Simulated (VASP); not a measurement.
# InAs (rvv) (F-43m) in VASP: notebook

Runs on InAs (rvv). Level: r2SCAN+rVV10. Tasks: single point, relaxation of cell and atoms.

Everything below comes from runs of VASP 6.6.1. Logs are shortened: lines on timing, memory, paths and dates and some standing lists are left out, and cuts for length are marked.

**What was measured.**

From a printed reference work, data compilation, for a bulk crystal of InAs at 4.2 K: band gap 0.418 eV (direct).

The runs below are set against these values where they give the same quantity.

## (1) The cell of the first run

Symmetry: F-43m, No. 216, cubic system. The conventional cell has a = 6.082 Å, b = 6.082 Å, c = 6.082 Å, α = 90.00°, β = 90.00°, γ = 90.00°. In (site symmetry -43m) has 4 As at 2.63 Å within 3.5 Å. As (site symmetry -43m) has 4 In at 2.63 Å within 3.5 Å.

## (2) Single point, r2SCAN+rVV10

POSCAR reads:

```
InAs
1.0
    0.0000000000      3.0410645785      3.0410645785
    3.0410645785      0.0000000000      3.0410645785
    3.0410645785      3.0410645785      0.0000000000
In As
1 1
Direct
    0.0000000000      0.0000000000      0.0000000000
    0.2500000000      0.2500000000      0.2500000000
```

INCAR.step1 reads:

```
ALGO = Normal
EDIFF = 1E-4
ENCUT = 520
GGA = PE
ISMEAR = 0
LASPH = T
LCHARG = F
LREAL = F
LWAVE = T
NBANDS = 16
NELM = 100
PREC = Accurate
SIGMA = 0.01
```

INCAR.step2 reads:

```
ALGO = Normal
BPARAM = 11.95
CPARAM = 0.0093
EDIFF = 1E-6
ENCUT = 520
ISIF = 2
ISMEAR = 0
ISTART = 1
IVDW_NL = 2
LASPH = T
LCHARG = T
LELF = T
LMIXTAU = T
LREAL = F
LUSE_VDW = T
LVHAR = T
LWAVE = F
METAGGA = R2SCAN
NBANDS = 16
NELM = 100
PREC = Accurate
SIGMA = 0.01
```

KPOINTS reads:

```
k-points
0
Gamma
  10 10 10
```

Potentials or basis: VASP PAW PBE potentials, release 64 (In_d, As).

On the command line:

```
> cat potpaw_PBE.64/In_d/POTCAR potpaw_PBE.64/As/POTCAR > POTCAR
> cp INCAR.step1 INCAR
> mpirun -np 1 vasp_std > vasp.out
> cp INCAR.step2 INCAR
> mpirun -np 1 vasp_std > vasp.out
```

OUTCAR:

```text
BPARAM = 11.95
   EDIFF = 1E-6
   ENCUT = 520
   ISIF = 2
   ISMEAR = 0
   ISTART = 1
   IVDW_NL = 2
   LASPH = T
   LREAL = F
   METAGGA = R2SCAN
   NELM = 100
   PREC = Accurate

 ion  position               nearest neighbor table
   1  0.000  0.000  0.000-   2 2.63   2 2.63   2 2.63   2 2.63
   2  0.250  0.250  0.250-   1 2.63   1 2.63   1 2.63   1 2.63

  LATTYP: Found a face centered cubic cell.
 ALAT       =     6.0821291570

  Lattice vectors:

 A1 = (   0.0000000000,   3.0410645785,   3.0410645785)
 A2 = (   3.0410645785,   0.0000000000,   3.0410645785)
 A3 = (   3.0410645785,   3.0410645785,   0.0000000000)

Analysis of symmetry for initial positions (statically):
=====================================================================
 Subroutine PRICEL returns:
 Original cell was already a primitive cell.

 Routine SETGRP: Setting up the symmetry group for a
 face centered cubic supercell.

 Subroutine GETGRP returns: Found 24 space group operations
 (whereof 24 operations were pure point group operations)
 out of a pool of 48 trial point group operations.

The static configuration has the point symmetry T_d .

Analysis of symmetry for dynamics (positions and initial velocities):
=====================================================================
 Subroutine PRICEL returns:
 Original cell was already a primitive cell.

 Routine SETGRP: Setting up the symmetry group for a
 face centered cubic supercell.

 Subroutine GETGRP returns: Found 24 space group operations
 (whereof 24 operations were pure point group operations)
 out of a pool of 48 trial point group operations.

The dynamic configuration has the point symmetry T_d .

 Subroutine INISYM returns: Found 24 space group operations
 (whereof 24 operations are pure point group operations),
 and found     1 'primitive' translations

----------------------------------------------------------------------------------------

                                     Primitive cell

  volume of cell :      56.2480

  direct lattice vectors                    reciprocal lattice vectors
     0.000000000  3.041064578  3.041064578    -0.164416107  0.164416107  0.164416107
     3.041064578  0.000000000  3.041064578     0.164416107 -0.164416107  0.164416107
     3.041064578  3.041064578  0.000000000     0.164416107  0.164416107 -0.164416107

  length of vectors
[... 76 lines left out ...]
   ISPIN  =      1    spin polarized calculation?
   LNONCOLLINEAR =      F non collinear calculations
   LSORBIT =      F    spin-orbit coupling
   LASPH  =      T    aspherical Exc in radial PAW
   ENCUT  =  520.0 eV  38.22 Ry    6.18 a.u.   8.00  8.00  8.00*2*pi/ulx,y,z
   NELM   =    100;   NELMIN=  2; NELMDL=  0     # of ELM steps
   EDIFF  = 0.1E-05   stopping-criterion for ELM
   LREAL  =      F    real-space projection
   EDIFFG = 0.1E-04   stopping-criterion for IOM
   NSW    =      0    number of steps for IOM
   IBRION =     -1    ionic relax: 0-MD 1-quasi-New 2-CG
   NFREE  =      0    steps in history (QN), initial steepest desc. (CG)
   ISIF   =      2    stress and relaxation
   ISYM   =      2    0-nonsym 1-usesym 2-fastsym
   POTIM  = 0.5000    time-step for ionic-motion
   TEBEG  =    0.0;   TEEND  =   0.0 temperature during run
   PSTRESS=    0.0 pullay stress
   NELECT =      18.0000    total number of electrons
   NUPDOWN=      -1.0000    fix difference up-down
   EMIN   =  10.00;   EMAX   =-10.00  energy-range for DOS
   EFERMI =   0.00;   METHOD = LEGACY
   ISMEAR =     0;   SIGMA  =   0.01  broadening in eV -4-tet -1-fermi 0-gaus
   EFERMI_NEDOS =   21; number of points for ismear=-14 and -15
   IALGO  =     38    algorithm
   IMIX   =      4    mixing-type and parameters
     AMIX     =   0.40;   BMIX     =  1.00
     AMIX_MAG =   1.60;   BMIX_MAG =  1.00
  volume/ion in A,a.u.               =      28.12       189.79
  Fermi-wavevector in a.u.,A,eV,Ry     =   1.119773  2.116064 17.060233  1.253892
  Thomas-Fermi vector in A             =   2.256415
   LORBIT       =      0    0 simple, 1 ext, 2 COOP (PROOUT), +10 PAW based schemes
   METAGGA = R2SCAN    functional components
   LHFCALC =     F    Hartree Fock is set to
   AEXX    =    0.0000 exact exchange contribution
   IVDW_NL    =     2    kernel type
   BPARAM     =11.9500
   IVDW    =     0    specifies the selected vdW correction
   LEPSILON=     F    determine dielectric tensor
   LRPA    =     F    only Hartree local field effects (RPA)
 non-spin polarized calculation
 Gauss-broadening in eV      SIGMA  =   0.01
  energy-cutoff  :      520.00
  volume of cell :       56.25
 maximum number of plane-waves:      1528
   NGX = 15   NGY = 15   NGZ = 15

 number of electron      17.9999991 magnetization

 Free energy of the ion-electron system (eV)
  ---------------------------------------------------
  ext. energy  EPLUGINS =         0.00000000
  ---------------------------------------------------
  free energy    TOTEN  =       -37.53631557 eV

  energy without entropy =      -37.53631557  energy(sigma->0) =      -37.53631557

 E-fermi :   4.1418     XC(G=0):  -9.6414

 val. band max:        4.0858025913   @ k =   0.0000   0.0000   0.0000
 cond. band min:       4.2155997570   @ k =   0.0000   0.0000   0.0000
 fundamental gap:      0.1297971657
 Fermi energy:         4.1417889107

 k-point     1 :       0.0000    0.0000    0.0000
  band No.  band energies     occupation
      1     -10.7130      2.00000
      2     -10.7130      2.00000
      3     -10.7130      2.00000
      4     -10.5722      2.00000
      5     -10.5722      2.00000
      6      -8.1076      2.00000
[... 433 lines left out ...]
      3     -10.6492      2.00000
      4     -10.5984      2.00000
      5     -10.5547      2.00000
      6      -6.6200      2.00000
[... 8 lines left out ...]
     15      15.6778      0.00000
     16      16.6530      0.00000

 [... further k-points ...]
[... 5 lines left out ...]
  --------------------------------------------------------------------------------------
  -------------------------------------------------------------------------------------
  Total        0.0465484      0.0465484      0.0465484      0.0000000      0.0000000      0.0000000
  in kB        1.3258918      1.3258918      1.3258918      0.0000000      0.0000000      0.0000000
  external PRESSURE =       1.3258918 kB  Pullay stress =       0.0000000 kB

 VOLUME and BASIS-vectors are now :
 -----------------------------------------------------------------------------
  energy-cutoff  :      520.00
  volume of cell :       56.25
      direct lattice vectors                 reciprocal lattice vectors
     0.000000000  3.041064578  3.041064578    -0.164416107  0.164416107  0.164416107
     3.041064578  0.000000000  3.041064578     0.164416107 -0.164416107  0.164416107
     3.041064578  3.041064578  0.000000000     0.164416107  0.164416107 -0.164416107

 POSITION                                       TOTAL-FORCE (eV/Angst)
 -----------------------------------------------------------------------------------
      0.00000      0.00000      0.00000         0.000000      0.000000      0.000000
      1.52053      1.52053      1.52053        -0.000000     -0.000000     -0.000000
 -----------------------------------------------------------------------------------
    total drift:                               -0.000003     -0.000003     -0.000003

  FREE ENERGIE OF THE ION-ELECTRON SYSTEM (eV)
  ---------------------------------------------------
  free  energy   TOTEN  =       -37.5363155737 eV

  energy  without entropy=      -37.5363155737  energy(sigma->0) =      -37.53631557
```

OUTCAR.step1:

```text
EDIFF = 1E-4
   ENCUT = 520
   GGA = PE
   ISMEAR = 0
   LASPH = T
[... 676 lines left out ...]
 -----------------------------------------------------------------------------------
      0.00000      0.00000      0.00000        -0.000000     -0.000000     -0.000000
      1.52053      1.52053      1.52053         0.000000      0.000000      0.000000
 -----------------------------------------------------------------------------------
    total drift:                               -0.000000     -0.000000     -0.000000

  FREE ENERGIE OF THE ION-ELECTRON SYSTEM (eV)
  ---------------------------------------------------
  free  energy   TOTEN  =        -7.6929451441 eV

  energy  without entropy=       -7.6929297179  energy(sigma->0) =       -7.69293743
```

OSZICAR.step1:

```text
N       E                     dE             d eps       ncg     rms          rms(c)
DAV:   1     0.113142363984E+03    0.11314E+03   -0.83579E+03  1520   0.121E+03
DAV:   2    -0.352703592519E+00   -0.11350E+03   -0.10939E+03  1648   0.290E+02
DAV:   3    -0.777117552934E+01   -0.74185E+01   -0.73898E+01  1976   0.737E+01
DAV:   4    -0.795404380055E+01   -0.18287E+00   -0.18284E+00  1816   0.132E+01
DAV:   5    -0.796310122759E+01   -0.90574E-02   -0.90573E-02  2280   0.247E+00    0.440E+00
DAV:   6    -0.771457806594E+01    0.24852E+00   -0.37569E-01  2352   0.101E+01    0.246E+00
DAV:   7    -0.769100125797E+01    0.23577E-01   -0.11417E-01  2120   0.294E+00    0.726E-01
DAV:   8    -0.769213158926E+01   -0.11303E-02   -0.13164E-02  1888   0.129E+00    0.183E-01
DAV:   9    -0.769273176866E+01   -0.60018E-03   -0.96272E-04  1880   0.270E-01    0.107E-01
DAV:  10    -0.769289647581E+01   -0.16471E-03   -0.19045E-04  1808   0.193E-01    0.577E-02
DAV:  11    -0.769294514411E+01   -0.48668E-04   -0.10986E-04  1664   0.117E-01
   1 F= -.76929451E+01 E0= -.76929374E+01  d E =-.154262E-04
```

It took 4.9 min on 1 thread of AMD EPYC 7R43 (Zen 3), shared host; peak memory 0.3 GiB.

Results:

```yaml
Free_energy: -37.5363 eV
Pressure: 0.1 GPa
Band_gap_on_the_k_mesh: 0.13 eV, direct
```

Caveat: the PAW data sets were made with another functional, which shifts forces and pressure a little; spin-orbit coupling is left out, which moves the levels of the heavy elements.

## (3) Relaxation of cell and atoms, r2SCAN+rVV10

This run uses another cell than the first one, of 27.49 Å³/atom, 0.977 times its volume.

POSCAR reads:

```
InAs
1.0
    0.0000000000      3.0180000000      3.0180000000
    3.0180000000      0.0000000000      3.0180000000
    3.0180000000      3.0180000000      0.0000000000
In As
1 1
Direct
    0.0000000000      0.0000000000      0.0000000000
    0.2500000000      0.2500000000      0.2500000000
```

INCAR.step1 reads:

```
SYSTEM = InAs
ALGO     = Normal         ! electronic algorithm
EDIFF    = 1E-4           ! SCF threshold, eV
ENCUT    = 600            ! plane-wave cutoff, eV
GGA      = PE             ! functional
ISMEAR   = 0              ! smearing method
LASPH    = .TRUE.         ! aspherical terms in the spheres
LCHARG   = .FALSE.        ! write CHGCAR
LREAL    = .FALSE.        ! projectors in reciprocal space
LWAVE    = .TRUE.         ! write WAVECAR
NELM     = 100            ! most SCF steps
PREC     = Accurate       ! precision mode
SIGMA    = 0.01           ! smearing width, eV
```

INCAR.step2 reads:

```
SYSTEM = InAs
ALGO     = Normal         ! electronic algorithm
BPARAM   = 11.95        
CPARAM   = 0.0093       
EDIFF    = 1E-6           ! SCF threshold, eV
EDIFFG   = -0.002         ! ionic threshold
ENCUT    = 600            ! plane-wave cutoff, eV
IBRION   = 2              ! ionic algorithm
ISIF     = 3              ! what is computed and relaxed
ISMEAR   = 0              ! smearing method
ISTART   = 1            
IVDW_NL  = 2            
LASPH    = .TRUE.         ! aspherical terms in the spheres
LCHARG   = .FALSE.        ! write CHGCAR
LMIXTAU  = .TRUE.       
LREAL    = .FALSE.        ! projectors in reciprocal space
LUSE_VDW = .TRUE.       
LWAVE    = .FALSE.        ! write WAVECAR
METAGGA  = R2SCAN         ! meta-GGA
NELM     = 100            ! most SCF steps
NSW      = 100            ! ionic steps
PREC     = Accurate       ! precision mode
SIGMA    = 0.01           ! smearing width, eV
```

KPOINTS reads:

```
k-points
0
G
  10 10 10
  0 0 0
```

Potentials or basis: VASP PAW PBE potentials, release 64 (In_d, As).

On the command line:

```
> cat potpaw_PBE.64/In_d/POTCAR potpaw_PBE.64/As/POTCAR > POTCAR
> cp INCAR.step1 INCAR
> mpirun -np 1 vasp_std > vasp.out
> cp INCAR.step2 INCAR
> mpirun -np 1 vasp_std > vasp.out
```

Run time: 19 min. Hardware: 1 thread of AMD EPYC 7R43 (Zen 3), shared host; peak memory 0.38 GiB.

It converged, with:

```
Free energy                            : -37.5373 eV
Relaxed volume                         : 28.19 Å³/atom
Relaxed cell                           : a = 4.304 Å, b = 4.304 Å, c = 4.304 Å, α = 60.00°, β = 60.00°, γ = 60.00°
Space group after relaxing (to 0.05 Å) : F-43m (No. 216)
Energy gained by relaxing              : 3.5 meV/atom
Ionic steps                            : 3
Pressure after relaxing                : 0.0 GPa
Band gap on the k mesh                 : 0.12 eV, direct
```

Step by step:
| step | energy change (eV) | largest force (eV/Å) | pressure (GPa) | volume (Å³) |
| --- | --- | --- | --- | --- |
| 1 | 0.0000 | 0.0000 | 1.62 | 54.98 |
| 2 | -0.0047 | 0.0000 | -0.86 | 57.22 |
| 3 | -0.0069 | 0.0000 | 0.00 | 56.38 |

Final structure:
```xyz
2
Lattice="0.0000 3.0435 3.0435 3.0435 0.0000 3.0435 3.0435 3.0435 0.0000" Properties=species:S:1:pos:R:3 pbc="T T T"
In    0.0000    0.0000    0.0000
As    1.5218    1.5218    1.5218
```

Levels at points of the mesh, in eV from the valence-band top:
```csv
k point,band 5,band 6,band 7,band 8,band 9,band 10,band 11,band 12,band 13
"(0.00, 0.00, 0.00)",-14.65,-12.18,0.00,0.00,0.00,0.12,4.25,4.25,4.25
"(0.50, 0.00, 0.00)",-14.65,-10.69,-5.79,-0.99,-0.99,1.24,5.01,5.01,7.17
"(0.50, 0.50, 0.00)",-14.63,-10.14,-5.86,-2.34,-2.34,1.79,2.31,9.64,9.79
```

Caveat: the PAW data sets were made with another functional, which shifts forces and pressure a little; spin-orbit coupling is left out, which moves the levels of the heavy elements. Zero-point motion and thermal expansion aren't in these numbers.

(Part 1 of 2 ends here.)
